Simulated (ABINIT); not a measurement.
Ce:

```
Ce
1.0
    -1.94330    1.94330    1.94330
     1.94330   -1.94330    1.94330
     1.94330    1.94330   -1.94330
Ce
1
Direct
  0.00000 0.00000 0.00000
```

This isn't the form of Ce at room conditions, which is fcc.

Base run:

* Program: ABINIT 10.8.3 (patched build)
* Functional: r2SCAN
* Potentials or basis: JTH PAW PBE v2.0
* Cutoff: 653 eV
* k mesh: 10 × 10 × 10
* Occupations: fermi-dirac, width 0.05 eV
* Spin: collinear spin, ferromagnetic start
* Starting moments: [1.0] μB

Its results: band gap on the k mesh none (metal or under the smearing width); pressure -2.1 GPa; net moment 0.00 μB per cell.

**Question.** The run is repeated on the same cell with these changes: potentials or basis from JTH PAW PBE v2.0 to Ansatz PAW PBE default generated set, frozen core; cutoff from 653 eV to 490 eV; fine-grid cutoff from 1251.72 eV to 979.61 eV. What comes out?

**Answer.** Band gap on the k mesh none (metal or under the smearing width); pressure 1.0 GPa; net moment 1.58 μB per cell; site moments Ce +1.14 μB.

Caveats: the magnetic or orbital state may not be the lowest; the PAW data sets were made with another functional, which shifts forces and pressure a little; spin-orbit coupling is left out, which moves the levels of the heavy elements.
